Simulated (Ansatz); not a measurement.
**AlGaN₂: how the axes shrink under pressure**

AlGaN₂, P-4m2, a = 3.115 Å, c = 4.384 Å. The structure is a Materials Project entry; whether it is the stable form wasn't checked. Ansatz: LDA, PAW, 420 eV, Γ-centred 8×8×6 mesh on 4 atoms, Gaussian smearing 0.02 eV; no spin polarisation. Cell and atoms are relaxed at each pressure, and no other structure is tried, so the rows at high pressure may lie past a change of phase. y = 100 ln(c/c0) with c0 = 4.3843 Å, so nearly a change in per cent. The pressures are the targets, met within 0.08 GPa.

| P (GPa) | y | 100 ln(a/a0) |
| --- | --- | --- |
| -2.0 | 0.35 | 0.33 |
| 0.0 | 0.00 | 0.00 |
| 2.0 | ? | ? |
| 5.0 | -0.80 | -0.77 |
| 10.0 | -1.53 | -1.46 |
| 20.0 | -2.87 | -2.66 |
| 40.0 | -5.19 | -4.64 |

Problem. Fit y = c1 P + c2 P² to the other rows, give the linear compressibility along c, and predict the missing y.

Solution. Least squares on the rows shown. y = −0.1596 P + 0.0007481 P². The linear compressibility along c is −c1/100 = 1.60 per TPa, against 1.53 along a from the same fit to the last column (its missing entry is -0.32): the crystal is about as stiff along both at low pressure. The runs next to zero pressure give 1.70 and 1.58, so a parabola over the whole range misstates the start. With a term in P³ added, the coefficient of P becomes -0.1666, 4 % more, which shows how far this figure hangs on the form. At P = 2.0 the fit asked for gives -0.32. The run gave -0.35, so the fit is 0.03 too high, within twice the rms miss on the fitted rows (0.02).